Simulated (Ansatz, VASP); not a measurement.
One calculation of Rh, two programs

INCAR

```
SYSTEM = Rh
PREC = Accurate ; ENCUT = 520
EDIFF = 1E-7 ; ISMEAR = 0
SIGMA = 0.15 ; LREAL = .FALSE.
LASPH = .TRUE. ; NELM = 100
ALGO = Fast ; ISIF = 2
LWAVE = .FALSE. ; LCHARG = .FALSE.
GGA = PE ; NBANDS = 14
```

Contents of KPOINTS:

```
Automatic mesh
0
G
  22 22 22
  0 0 0
```

The input POSCAR:

```
Rh
1.0
    0.0000000000      2.1956464041      1.6122631545
    2.1956464041      0.0000000000      1.6122631545
    2.1956464041      2.1956464041      0.0000000000
Rh
1
Direct
    0.0000000000      0.0000000000      0.0000000000
```

Input for Ansatz:

```yaml
crystal:
  lattice:
    - [0.0, 2.1956464041, 1.6122631545]
    - [2.1956464041, 0.0, 1.6122631545]
    - [2.1956464041, 2.1956464041, 0.0]
  atoms:
    - { symbol: Rh, position: [0.0, 0.0, 0.0] }
basis:
  ecutwfc: 420
kpoints:
  mp_grid: { grid: [22, 22, 22] }
hamiltonian:
  xc: pbe
  pseudopotentials: { kind: paw, azcp: { folder: soft_1 } }
scf:
  occupations: { method: gaussian, width: 0.15 }
output:
  forces: true
  stress: true
  eigenvalues: true
```

Alike in both runs: task single point; functional PBE; k mesh 22 × 22 × 22; occupations gaussian, width 0.15 eV; no spin polarisation.

|  | VASP | Ansatz |
| --- | --- | --- |
| version | VASP 6.6.1 | Ansatz 0.2.0 |
| potentials or method | VASP PAW PBE potentials, release 64 (Rh_pv) | scalar-relativistic, plane waves, PAW |
| plane-wave cutoff (eV) | 520 | 420 |
| valence electrons in the cell | 15 | 17 |

|  | VASP | Ansatz | Ansatz less VASP |
| --- | --- | --- | --- |
| gap on the k mesh at the Fermi level (eV) | none | none | - |
| pressure (GPa) | -14.0 | -14.0 | +0.04 |
| largest component of the traceless stress (GPa) | 5.58 | 5.61 | +0.027 |

A gap of «none» marks a metal or a gap that the smearing closes. The two sets of potentials don't hold the same shells in valence.
